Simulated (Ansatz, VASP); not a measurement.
# One calculation of SrTe, two programs

Contents of INCAR:

```
SYSTEM = SrTe
PREC = Accurate
ENCUT = 520
EDIFF = 1E-6
ISMEAR = 0
SIGMA = 0.02
LREAL = .False.
LASPH = .True.
NELM = 60
ALGO = Fast
ISIF = 2
LWAVE = .False.
LCHARG = .False.
GGA = PS
NBANDS = 15
```

The input KPOINTS:

```
Automatic mesh
0
Gamma
  8 8 8
  0 0 0
```

File POSCAR:

```
SrTe
1.0
    0.0000000000      3.4001157334      3.4001157334
    3.4001157334      0.0000000000      3.4001157334
    3.4001157334      3.4001157334      0.0000000000
Sr Te
1 1
Direct
    0.0000000000      0.0000000000      0.0000000000
    0.5000000000      0.5000000000      0.5000000000
```

Input for Ansatz:

```yaml
crystal:
  lattice:
    - [0.0, 3.4001157334, 3.4001157334]
    - [3.4001157334, 0.0, 3.4001157334]
    - [3.4001157334, 3.4001157334, 0.0]
  atoms:
    - { symbol: Sr, position: [0.0, 0.0, 0.0] }
    - { symbol: Te, position: [0.5, 0.5, 0.5] }
basis:
  ecutwfc: 420
kpoints:
  mp_grid: { grid: [8, 8, 8] }
hamiltonian:
  xc: pbesol
scf:
  occupations: { method: gaussian, width: 0.02 }
output:
  forces: true
  stress: true
  eigenvalues: true
```

Alike in both runs: task single point; functional PBEsol; k mesh 8 × 8 × 8; occupations gaussian, width 0.02 eV; no spin polarisation.

|  | VASP | Ansatz |
| --- | --- | --- |
| version | VASP 6.6.1 | Ansatz 0.2.0 |
| potentials or method | VASP PAW PBE potentials, release 64 (Sr_sv, Te) | scalar-relativistic, plane waves, PAW |
| plane-wave cutoff (eV) | 520 | 420 |
| valence electrons in the cell | 16 | 26 |

```csv
,VASP,Ansatz,Ansatz less VASP
gap on the k mesh at the Fermi level (eV),1.76,1.78,+0.024
least direct gap on the mesh (eV),2.44,2.45,+0.007
pressure (GPa),-2.5,-2.6,-0.10
```

With one functional, cell and mesh, what is left measures potentials, basis and numerics. The two sets of potentials don't hold the same shells in valence.

Caveats: the PAW data sets were made with another functional, which shifts forces and pressure a little (VASP); spin-orbit coupling is left out, which moves the levels of the heavy elements. A k mesh can miss the band edges.
